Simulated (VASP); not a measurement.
Set up this calculation in VASP 6.6.1, as the native input.

* Task: single point
* Functional: PBE
* Potentials or basis: VASP PAW PBE potentials, release 64 (Hg)
* Cutoff: 520 eV
* k mesh: 10 × 10 × 10
* Occupations: fermi-dirac, width 0.05 eV
* Spin: no spin polarisation
* Further INCAR settings: ALGO = Normal; EDIFF = 1e-07; NBANDS = 12

The structure of Hg lies in POSCAR:

```
Hg
1.0
    0.0126100000      2.3780620000      2.4185740000
    2.4032680000     -0.0202030000      2.4513870000
    2.3565280000      2.3641360000      0.0265370000
Hg
1
Direct
    0.0086310000     -0.0187470000      0.0133700000
```

The cell isn't the ideal one: cell strained at random at fixed volume.

The input as run:

INCAR

```
SYSTEM = Hg
ALGO = Normal
EDIFF = 1E-7
ENCUT = 520
GGA = PE
ISIF = 2
ISMEAR = -1
LASPH = .TRUE.
LCHARG = .FALSE.
LREAL = .FALSE.
LWAVE = .FALSE.
NBANDS = 12
NELM = 100
PREC = Accurate
SIGMA = 0.05
```

KPOINTS

```
k-points
0
G
  10 10 10
  0 0 0
```

Potentials or basis: VASP PAW PBE potentials, release 64 (Hg).

Command:

```bash
$ cat potpaw_PBE.64/Hg/POTCAR > POTCAR
$ mpirun -np 1 vasp_std > vasp.out
```

Results of the run:

- Pressure: 1.1 GPa
- Band gap on the k mesh: none (metal or under the smearing width)

Wall time 84 s on 1 thread of AMD EPYC 9R45 (Zen 5), with other jobs on the host, peak memory 0.25 GiB.
